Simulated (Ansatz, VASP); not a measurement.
One calculation of MgO, two programs

```
CELL_PARAMETERS angstrom
0.00000 2.13515 2.13515
2.13515 0.00000 2.13515
2.13515 2.13515 0.00000
ATOMIC_POSITIONS crystal
Mg 0.00000 0.00000 0.00000
O 0.50000 0.50000 0.40065
```

Alike in both runs: task single point; functional r2SCAN; k mesh 10 × 10 × 10; occupations gaussian, width 0.05 eV; no spin polarisation.

|  | VASP | Ansatz |
| --- | --- | --- |
| version | VASP 6.6.1 | Ansatz 0.2.0 |
| potentials or method | VASP PAW PBE potentials, release 64 (Mg, O) | scalar-relativistic, plane waves, PAW |
| plane-wave cutoff (eV) | 520 | 500 |
| valence electrons in the cell | 8 | 16 |

VASP gave:

| Item | Value |
| --- | --- |
| gap on the k mesh at the Fermi level (eV) | 5.16 |
| least direct gap on the mesh (eV) | 5.16 |
| pressure (GPa) | -0.3 |
| largest component of the traceless stress (GPa) | 9.26 |
| rms of the force components (eV/Å) | 0.890 |

Q: What did Ansatz give for the same quantities?

A: gap on the k mesh at the Fermi level (eV): 5.18; least direct gap on the mesh (eV): 5.18; pressure (GPa): 0.6; largest component of the traceless stress (GPa): 9.06; rms of the force components (eV/Å): 0.882.

Atom by atom the forces differ by 0.008 eV/Å (rms over components). With one functional, cell and mesh, what is left measures potentials, basis and numerics. The two sets of potentials don't hold the same shells in valence.

Caveats: the PAW data sets were made with another functional, which shifts forces and pressure a little (VASP).
